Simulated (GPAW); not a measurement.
# TiAl: relaxation of cell and atoms with PBEsol

TiAl:

```
Ti Al
1.0
     2.86726    0.00000    0.00000
    -1.43363    2.48312    0.00000
     0.00000    0.00000    4.67808
Ti Al
1 1
Direct
  0.00000 0.00000 0.00000
  0.33333 0.66667 0.50000
```

The cell comes from a database or a generator and needn't be the stable form of this composition.

- Program: GPAW 26.7.0
- Task: relaxation of cell and atoms
- Functional: PBEsol
- Potentials or basis: PAW data sets generated in the run's folder for this functional
- Cutoff: 600 eV
- Basis: pw
- k mesh: 9 × 9 × 5
- Occupations: fermi-dirac, width 0.05 eV
- Spin: no spin polarisation
- Target pressure: 30 GPa
- Maxiter: 150
- Optimizer: BFGS
- Fmax: 0.02 eV/Å
- Max steps: 60
- Target pressure: 30 GPa
- Convergence: density=1e-05 forces=0.0001

The relaxed volume is 13.40 Å³/atom and the relaxed cell is a = 2.647 Å, b = 2.647 Å, c = 4.417 Å, α = 90.00°, β = 90.00°, γ = 120.00°. The space group after relaxing (to 0.05 Å) is P-6m2 (No. 187). The energy change on relaxing (the enthalpy is what falls) is +226.9 meV/atom, the ionic steps are 6 and the pressure after relaxing is 30.0 GPa. The band gap on the k mesh is none (metal or under the smearing width).

Stress tensor (GPa, compression positive):
```
30.15  0.00  0.00
 0.00 30.15  0.00
 0.00  0.00 29.80
```

The path:
| step | energy change (eV) | largest force (eV/Å) | pressure (GPa) | volume (Å³) |
| --- | --- | --- | --- | --- |
| 1 | 0.0000 | 0.0000 | -3.05 | 33.31 |
| 2 | 0.0206 | 0.0000 | 5.56 | 30.94 |
| 3 | 0.5624 | 0.0000 | 34.58 | 26.32 |
| 4 | 0.4431 | 0.0000 | 29.67 | 26.89 |
| 5 | 0.4421 | 0.0000 | 29.63 | 26.89 |
| 6 | 0.4538 | 0.0000 | 30.03 | 26.81 |

Final structure:
```cif
data_structure
_symmetry_space_group_name_H-M 'P 1'
_symmetry_Int_Tables_number 1
_cell_length_a 2.6472
_cell_length_b 2.6472
_cell_length_c 4.4173
_cell_angle_alpha 90.000
_cell_angle_beta 90.000
_cell_angle_gamma 120.000
_cell_volume 26.81
loop_
_atom_site_label
_atom_site_type_symbol
_atom_site_fract_x
_atom_site_fract_y
_atom_site_fract_z
_atom_site_occupancy
Ti1 Ti 0.00000 0.00000 0.00000 1
Al1 Al 0.33333 0.66667 0.50000 1
```

Levels at points of the mesh, in eV from the Fermi level:
```csv
k point,band 4,band 5,band 6,band 7,band 8,band 9,band 10,band 11
"(0.00, 0.00, 0.00)",-31.56,-10.14,-2.66,-2.16,1.50,1.50,3.58,3.58
```

Wall time 67 s on 1 thread of Intel(R) Xeon(R) Platinum 8259CL CPU @ 2.50GHz (Skylake/Cascade Lake), on a shared host, peak memory 0.2 GiB.

Caveat: later steps reuse the first step's grids; the volume moved by over 15 % at a fixed basis, so the end points are rough.
